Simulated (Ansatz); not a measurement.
KF: rattling a relaxed structure

The cell was reached from a generator's guess, though it ends in a space group that the Crystallography Open Database lists for this formula.

Method: DFT PBE, scalar-relativistic, plane waves, PAW (Ansatz 0.2.0). Settings: cutoff 420 eV, Γ-centred mesh 8×8×8 on the computed 2-atom cell, Gaussian smearing of 0.02 eV; no spin polarisation.

The cell below (2 atoms, space group Fm-3m (No. 225)) is relaxed within its symmetry.

```
K F
1.0
     0.00000    2.71032    2.71032
     2.71032    0.00000    2.71032
     2.71032    2.71032    0.00000
K F
1 1
Direct
  0.50000 0.50000 0.50000
  0.00000 0.00000 0.00000
```

For the test a repeat of it with 8 atoms (edges 3.83, 6.64, 6.64 Å) was strained at random (σ = 1.5 % a component), the atoms were moved at random (σ = 0.15 Å), and all was relaxed again on a coarse 4×2×2 mesh (in the run’s order of axes) with 0.10 eV smearing, with no symmetry imposed.

Problem. Is the structure stable against such a distortion?

Solution. It returns, within 1 meV/atom of the unmoved cell on that mesh and with the same symmetry when read at 0.1 Å (P-1 at 0.01 Å, so small strains and shifts remain). No instability shows in this cell; modes of other wave vectors, which need another repeat, aren't tested.
